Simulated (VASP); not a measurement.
## Ge: relaxation of cell and atoms with revPBE

Crystal: Ge.

```
Ge
1.0
     5.24058    0.00000    0.00000
     0.00000    5.24058    0.00000
     0.00000    0.00000    2.65536
Ge
3
Direct
  0.00000 0.00000 0.00000
  0.00000 0.50000 0.00000
  0.50000 0.00000 0.00000
```

The cell was built by a generator and needn't be a form met in nature.

* Program: VASP 6.6.1
* Task: relaxation of cell and atoms
* Functional: revPBE
* Potentials or basis: VASP PAW PBE potentials, release 64 (Ge_d)
* Cutoff: 600 eV
* k mesh: 5 × 5 × 10
* Occupations: fermi-dirac, width 0.05 eV
* Spin: no spin polarisation
* Further INCAR settings: ALGO = Normal; EDIFF = 1e-06; IBRION = 2; EDIFFG = -0.02; NSW = 40; ISIF = 3

```yaml
Relaxed_volume: 24.69 Å³/atom
Relaxed_cell: a = 5.265 Å, b = 5.265 Å, c = 2.672 Å, α = 90.00°, β = 90.00°, γ = 90.00°
Space_group_after_relaxing_to_0.05_Å: P4/mmm (No. 123)
Energy_gained_by_relaxing: 1.1 meV/atom
Ionic_steps: 3
Pressure_after_relaxing: 0.0 GPa
Band_gap_on_the_k_mesh: none (metal or under the smearing width)
```

The path:
```tsv
step	energy change (eV)	largest force (eV/Å)	pressure (GPa)	volume (Å³)
1	0.0000	0.0000	1.05	72.93
2	-0.0029	0.0000	-0.15	74.62
3	-0.0032	0.0000	0.00	74.08
```

Final structure:
```
Ge
1.0
     5.26515    0.00000    0.00000
     0.00000    5.26515    0.00000
     0.00000    0.00000    2.67230
Ge
3
Direct
  0.00000 0.00000 0.00000
  0.00000 0.50000 0.00000
  0.50000 0.00000 0.00000
```

Levels at points of the mesh, in eV from the Fermi level:
| k point | band 18 | band 19 | band 20 | band 21 | band 22 | band 23 | band 24 | band 25 |
| --- | --- | --- | --- | --- | --- | --- | --- | --- |
| (0.00, 0.00, 0.00) | -6.36 | -4.92 | -4.92 | 0.11 | 0.11 | 4.06 | 4.40 | 7.49 |
| (0.00, 0.00, 0.50) | -4.62 | -2.45 | -1.76 | -1.76 | -1.76 | -0.61 | 3.39 | 3.39 |

Run time: 2.8 min on 1 thread of Intel(R) Xeon(R) Platinum 8559C (Emerald Rapids), on a shared host, peak memory 0.22 GiB.

Caveat: the PAW data sets were made with another functional, which shifts forces and pressure a little.
